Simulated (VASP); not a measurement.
Here is a VASP 6.6.1 calculation.

INCAR

```
PREC     = Accurate       # precision mode
ENCUT    = 700            # plane-wave cutoff, eV
EDIFF    = 1E-7           # SCF threshold, eV
ISMEAR   = 0              # smearing method
SIGMA    = 0.1            # smearing width, eV
LREAL    = False          # projectors in reciprocal space
LASPH    = True           # aspherical terms in the spheres
NELM     = 80             # most SCF steps
ALGO     = Normal         # electronic algorithm
ISIF     = 2              # what is computed and relaxed
LWAVE    = False          # write WAVECAR
LCHARG   = True           # write CHGCAR
GGA      = PS             # functional
LELF     = True           # ELF
LVHAR    = True         
NBANDS   = 10             # bands
```

KPOINTS

```
regular mesh
0
Gamma
  18 18 18
```

File POSCAR:

```
Os
1.0
    0.0000000000      1.9111500000      1.9111500000
    1.9111500000      0.0000000000      1.9111500000
    1.9111500000      1.9111500000      0.0000000000
Os
1
Direct
    0.0000000000      0.0000000000      0.0000000000
```

Potentials or basis: VASP PAW PBE potentials, release 64 (Os).

Launch:

```sh
$ cat potpaw_PBE.64/Os/POTCAR > POTCAR
$ mpirun -np 1 vasp_std > vasp.out
```

(1) Estimate the pressure.

(2) Predict the band gap on the k mesh.

## Answers

(1) 0.0 GPa.

(2) none (metal or under the smearing width).

Caveat: the PAW data sets were made with another functional, which shifts forces and pressure a little.
